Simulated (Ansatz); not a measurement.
## Calculated field gradients at the nuclei for Ge under strain

The cell is a structure deposited in the COD, relaxed with PBE at fixed cell and then changed (z compressed by 3 %, ions relaxed).

```
CELL_PARAMETERS angstrom
0.00000 2.82868 2.74381
2.82868 0.00000 2.74381
2.82868 2.82868 0.00000
ATOMIC_POSITIONS crystal
Ge 0.00000 0.00000 0.00000
Ge 0.25000 0.25000 0.25000
```

Atom numbers follow the list; atoms alike are taken as one site, whose name carries the number of the first.

All values are calculated (Ansatz; DFT, PBE, plane waves and PAW, scalar-relativistic, 420 eV cutoff, Γ-centred 14×14×14 k-points, Fermi–Dirac smearing 0.05 eV), not measured.

Conventions: |V_zz| ≥ |V_yy| ≥ |V_xx|, η = (V_xx − V_yy)/V_zz, C_Q = eQV_zz/h. Directions are in the Cartesian axes of the cell vectors above, for the atom listed; none is given where the gradient is under 0.02 or η is above 0.95.

| site | first atom | first shell | V_zz (10²¹ V/m²) | η | direction of V_zz (x, y, z) |
| --- | --- | --- | --- | --- | --- |
| Ge | 1 | 4 Ge at 2.43 Å | 0.13 | 0.00 | 0.00 0.00 1.00 |

An axis of threefold or higher order runs through Ge, so V_zz lies along it and η is zero.

With a gap of 0.10 eV under a smearing of 0.05 eV the band edges are partly filled, so small gradients can hang on the smearing and the k-mesh. At this changed cell the PBE pressure is 6 GPa.

The relaxation (1 step) took 7.5 s of wall time (7.5 s of CPU time) and 0.53 GiB at its peak, on 1 thread of Intel Xeon 6975P-C (Granite Rapids) (x86_64; 16 cores open to the job, memory cap 3.0 GiB, no GPU), a shared host with a load of 0.6 a core.
